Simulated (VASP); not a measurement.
# Pd (P6_3/mmc) in VASP: notebook

One crystal, Pd, is run at these levels: PBE; tasks: single point.

Everything below comes from runs of VASP 6.6.1. Logs are shortened: lines on timing, memory, paths and dates and some standing lists are left out, and cuts for length are marked.

## (1) The crystal as given

It takes space group P6_3/mmc (No. 194, hexagonal). The conventional cell has a = 2.784 Å, b = 2.784 Å, c = 4.629 Å, α = 90.00°, β = 90.00°, γ = 120.00°. Around Pd (site symmetry -6m2) lie 12 Pd at 2.78 to 2.82 Å.

This isn't the form of Pd at room conditions, which is fcc.

## (2) Single point, PBE

Input file INCAR:

```
SYSTEM = Pd
PREC = Accurate ; ENCUT = 500
EDIFF = 1E-6 ; ISMEAR = -1
SIGMA = 0.2 ; LREAL = .FALSE.
LASPH = .TRUE. ; NELM = 100
ALGO = Normal ; ISIF = 2
LWAVE = .FALSE. ; LCHARG = .FALSE.
GGA = PE ; ADDGRID = .FALSE.
```

Input file KPOINTS:

```
Automatic mesh
0
G
  6 6 4
  0 0 0
```

Input file POSCAR:

```
Pd
1.0
    2.7836650458      0.0000000000      0.0000000000
   -1.3918325229      2.4107246453      0.0000000000
    0.0000000000      0.0000000000      4.6288930000
Pd
2
Direct
    0.3333333333      0.6666666667      0.2500000000
    0.6666666667      0.3333333333      0.7500000000
```

Potentials or basis: VASP PAW PBE potentials, release 64 (Pd).

Command:

```sh
> cat potpaw_PBE.64/Pd/POTCAR > POTCAR
> mpirun -np 1 vasp_std > vasp.out
```

OUTCAR:

```text
SYSTEM = Pd
   PREC = Accurate
   ENCUT = 500
   EDIFF = 1E-6
   ISMEAR = -1
   LREAL = .FALSE.
   LASPH = .TRUE.
   NELM = 100
   ISIF = 2
   GGA = PE

 Found     21 irreducible k-points:

 Following reciprocal coordinates:
            Coordinates               Weight
  0.000000  0.000000  0.000000      1.000000
  0.166667  0.000000  0.000000      6.000000
  0.333333  0.000000  0.000000      6.000000
  0.500000  0.000000  0.000000      3.000000
  0.166667  0.166667  0.000000      6.000000
  0.333333  0.166667  0.000000     12.000000
   k-points           NKPTS =     21   k-points in BZ     NKDIM =     21   number of bands    NBANDS=     14
   number of dos      NEDOS =    301   number of ions     NIONS =      2
   total plane-waves  NPLWV =  14400
   dimension x,y,z NGX =    20 NGY =   20 NGZ =   36
   dimension x,y,z NGXF=    40 NGYF=   40 NGZF=   72
   ions per type =               2
   NGX,Y,Z   is equivalent  to a cutoff of  11.94, 11.94, 12.93 a.u.
   NGXF,Y,Z  is equivalent  to a cutoff of  23.89, 23.89, 25.86 a.u.
 SYSTEM =  Pd
   PREC   = accura    normal or accurate (medium, high low for compatibility)
   ISTART =      0    job   : 0-new  1-cont  2-samecut
   ICHARG =      2    charge: 1-file 2-atom 10-const
   ISPIN  =      1    spin polarized calculation?
   LNONCOLLINEAR =      F non collinear calculations
   LSORBIT =      F    spin-orbit coupling
   LASPH  =      T    aspherical Exc in radial PAW
   ENCUT  =  500.0 eV  36.75 Ry    6.06 a.u.   5.08  5.08  8.44*2*pi/ulx,y,z
   NELM   =    100;   NELMIN=  2; NELMDL= -5     # of ELM steps
   EDIFF  = 0.1E-05   stopping-criterion for ELM
   LREAL  =      F    real-space projection
   EDIFFG = 0.1E-04   stopping-criterion for IOM
   NSW    =      0    number of steps for IOM
   IBRION =     -1    ionic relax: 0-MD 1-quasi-New 2-CG
   NFREE  =      0    steps in history (QN), initial steepest desc. (CG)
   ISIF   =      2    stress and relaxation
   ISYM   =      2    0-nonsym 1-usesym 2-fastsym
   POTIM  = 0.5000    time-step for ionic-motion
   TEBEG  =    0.0;   TEEND  =   0.0 temperature during run
   PSTRESS=    0.0 pullay stress
   NELECT =      20.0000    total number of electrons
   NUPDOWN=      -1.0000    fix difference up-down
   EMIN   =  10.00;   EMAX   =-10.00  energy-range for DOS
   EFERMI =   0.00;   METHOD = LEGACY
   ISMEAR =    -1;   SIGMA  =   0.20  broadening in eV -4-tet -1-fermi 0-gaus
   EFERMI_NEDOS =   21; number of points for ismear=-14 and -15
   IALGO  =     38    algorithm
   IMIX   =      4    mixing-type and parameters
     AMIX     =   0.40;   BMIX     =  1.00
     AMIX_MAG =   1.60;   BMIX_MAG =  1.00
  volume/ion in A,a.u.               =      15.53       104.81
  Fermi-wavevector in a.u.,A,eV,Ry     =   1.413636  2.671385 27.189429  1.998367
  Thomas-Fermi vector in A             =   2.535261
   LORBIT       =      0    0 simple, 1 ext, 2 COOP (PROOUT), +10 PAW based schemes
   GGA     = PE    functional components
   LHFCALC =     F    Hartree Fock is set to
   AEXX    =    0.0000 exact exchange contribution
   IVDW    =     0    specifies the selected vdW correction
   LEPSILON=     F    determine dielectric tensor
   LRPA    =     F    only Hartree local field effects (RPA)
 non-spin polarized calculation
  energy-cutoff  :      500.00
  volume of cell :       31.06
 maximum number of plane-waves:       801
   NGX = 11   NGY = 11   NGZ = 17

 number of electron      20.0000004 magnetization

 Free energy of the ion-electron system (eV)
  ---------------------------------------------------
  ext. energy  EPLUGINS =         0.00000000
  ---------------------------------------------------
  free energy    TOTEN  =       -10.64274027 eV

  energy without entropy =      -10.22943869  energy(sigma->0) =      -10.43608948

 E-fermi :   8.9984     XC(G=0): -12.8682

 val. band max:        8.9923470870   @ k =   0.5000   0.0000   0.2500
 cond. band min:       9.0454177285   @ k =   0.5000   0.0000   0.5000
 fundamental gap:      0.0530706415
 Fermi energy:         8.9984335728

 k-point     1 :       0.0000    0.0000    0.0000
  band No.  band energies     occupation
      1       2.1882      2.00000
      2       4.0125      2.00000
      3       6.2042      2.00000
      4       6.4132      2.00000
      5       6.4132      2.00000
      6       6.7396      1.99998
      7       6.7396      1.99998
      8       7.3504      1.99947
      9       7.3504      1.99947
     10       8.6782      1.66441
     11       8.6782      1.66441
     12       9.9062      0.02115
     13      15.5761      0.00000
     14      26.0242      0.00000

 k-point     2 :       0.1667    0.0000    0.0000
  band No.  band energies     occupation
      1       3.0080      2.00000
      2       4.5175      2.00000
      3       5.8668      2.00000
      4       6.4528      1.99999
      5       6.5168      1.99999
      6       6.8766      1.99995
      7       6.9580      1.99993
      8       7.0513      1.99988
      9       7.2405      1.99970
     10       7.3830      1.99938
     11       8.7914      1.47591
     12      12.5049      0.00000
     13      15.6394      0.00000
     14      24.3589      0.00000

 k-point     3 :       0.3333    0.0000    0.0000
  band No.  band energies     occupation
      1       4.3008      2.00000
      2       4.5446      2.00000
      3       5.0915      2.00000
      4       6.3851      2.00000
      5       6.5779      1.99999
      6       6.5803      1.99999
      7       6.8238      1.99996
      8       8.2185      1.96030
      9       8.3937      1.90726
     10       8.4954      1.85039
     11       8.9015      1.23763
     12      16.0574      0.00000
     13      16.1163      0.00000
     14      18.5615      0.00000

 k-point     4 :       0.5000    0.0000    0.0000
  band No.  band energies     occupation
      1       4.1380      2.00000
      2       4.5202      2.00000
      3       4.5768      2.00000
      4       6.3751      2.00000
      5       6.5972      1.99999
      6       6.9294      1.99994
      7       7.3027      1.99958
      8       8.9271      1.17657
      9       8.9384      1.14903
     10       9.1172      0.71155
     11      11.4722      0.00001
     12      13.3273      0.00000
     13      18.3561      0.00000
     14      18.6245      0.00000

 k-point     5 :       0.1667    0.1667    0.0000
  band No.  band energies     occupation
      1       4.3091      2.00000
      2       5.0732      2.00000
      3       5.4072      2.00000
      4       5.5026      2.00000
      5       6.3984      2.00000
      6       6.4508      1.99999
      7       7.1724      1.99978
      8       7.1939      1.99976
      9       8.0503      1.98268
     10       8.5813      1.77904
     11       8.7741      1.50854
     12      15.1638      0.00000
     13      16.0478      0.00000
     14      21.5037      0.00000

 k-point     6 :       0.3333    0.1667    0.0000
  band No.  band energies     occupation
      1       4.7138      2.00000
      2       4.7537      2.00000
      3       4.9697      2.00000
      4       6.1939      2.00000
      5       6.3335      2.00000
      6       6.6541      1.99998
      7       6.9073      1.99994
      8       8.2159      1.96081
      9       8.7269      1.59069
     10       8.8949      1.25325
     11      11.1638      0.00004
     12      15.6537      0.00000
     13      18.1910      0.00000
     14      18.5926      0.00000

 [... further k-points ...]
[... 5 lines left out ...]
  --------------------------------------------------------------------------------------
  -------------------------------------------------------------------------------------
  Total       -0.0662980     -0.0662980     -0.4349731     -0.0000000     -0.0000000      0.0000000
  in kB       -3.4195506     -3.4195506    -22.4352689     -0.0000000     -0.0000000      0.0000000
  external PRESSURE =      -9.7581234 kB  Pullay stress =       0.0000000 kB

 VOLUME and BASIS-vectors are now :
 -----------------------------------------------------------------------------
  energy-cutoff  :      500.00
  volume of cell :       31.06
      direct lattice vectors                 reciprocal lattice vectors
     2.783665046  0.000000000  0.000000000     0.359238624  0.207406516  0.000000000
    -1.391832523  2.410724645  0.000000000     0.000000000  0.414813032  0.000000000
     0.000000000  0.000000000  4.628893000     0.000000000  0.000000000  0.216034374

 POSITION                                       TOTAL-FORCE (eV/Angst)
 -----------------------------------------------------------------------------------
     -0.00000      1.60715      1.15722         0.000000     -0.000000      0.000000
      1.39183      0.80357      3.47167         0.000000      0.000000      0.000000
 -----------------------------------------------------------------------------------
    total drift:                               -0.000000      0.000000     -0.000000

  FREE ENERGIE OF THE ION-ELECTRON SYSTEM (eV)
  ---------------------------------------------------
  free  energy   TOTEN  =       -10.6427402691 eV

  energy  without entropy=      -10.2294386930  energy(sigma->0) =      -10.43608948
```

It took 4.2 s on 1 thread of AMD EPYC 9R45 (Zen 5), shared host; peak memory 0.11 GiB.

The run converged, but some of its settings lie outside the range that counts as converged, so its numbers aren't taken as properties of the crystal.

What came out:

| Item | Value |
| --- | --- |
| Free energy | -10.6427 eV |
| Pressure | -1.0 GPa |
| Band gap on the k mesh | none (metal or under the smearing width) |

Caveat: the k mesh is coarse (spacing up to 0.43 Å⁻¹), so the values aren't converged.

## (3) Single point, PBE

INCAR is that of step 2.

KPOINTS is that of step 2.

Input file POSCAR:

```
Pd
1.0
    2.7836650458      0.0000000000      0.0000000000
   -1.3918325229      2.4107246453      0.0000000000
    0.0000000000      0.0000000000      4.6288930000
Pd
2
Direct
    0.3690330000      0.6707680000      0.2457130000
    0.7034100000      0.3270270000      0.7475630000
```

Potentials or basis: VASP PAW PBE potentials, release 64 (Pd).

Command:

```sh
> cat potpaw_PBE.64/Pd/POTCAR > POTCAR
> mpirun -np 1 vasp_std > vasp.out
```

Run time: 12 s. Hardware: 1 thread of AMD EPYC 9R45 (Zen 5), shared host; peak memory 0.12 GiB.

The run converged, but some of its settings lie outside the range that counts as converged, so its numbers aren't taken as properties of the crystal.

Results:

| Item | Value |
| --- | --- |
| Free energy | -10.6419 eV |
| Pressure | -1.0 GPa |
| Largest force | 0.076 eV/Å |
| Band gap on the k mesh | none (metal or under the smearing width) |

Caveat: the k mesh is coarse (spacing up to 0.43 Å⁻¹), so the values aren't converged.

## (4) Single point, PBE

Changes to INCAR since step 3:

```diff
@@ -1,3 +1,3 @@
 SYSTEM = Pd
-PREC = Accurate ; ENCUT = 500
+PREC = Accurate ; ENCUT = 350
 EDIFF = 1E-6 ; ISMEAR = -1
```

Input file KPOINTS:

```
Automatic mesh
0
G
  8 8 4
  0 0 0
```

Input file POSCAR:

```
Pd
1.0
    2.7836650458      0.0000000000      0.0000000000
   -1.3918325229      2.4107246453      0.0000000000
    0.0000000000      0.0000000000      4.6288930000
Pd
2
Direct
    0.3333333333      0.6666666667      0.2500000000
    0.6666666667      0.3333333333      0.7500000000
```

Command:

```sh
> cat potpaw_PBE.64/Pd/POTCAR > POTCAR
> mpirun -np 1 vasp_std > vasp.out
```

It took 4.2 s on 1 thread of AMD EPYC 9R45 (Zen 5), shared host; peak memory 0.09 GiB.

These settings aren't checked as converged: the numbers below hold their error.

What came out:

| Property | Result |
| --- | --- |
| Free energy | -10.6049 eV |
| Pressure | -1.4 GPa |
| Band gap on the k mesh | none (metal or under the smearing width) |
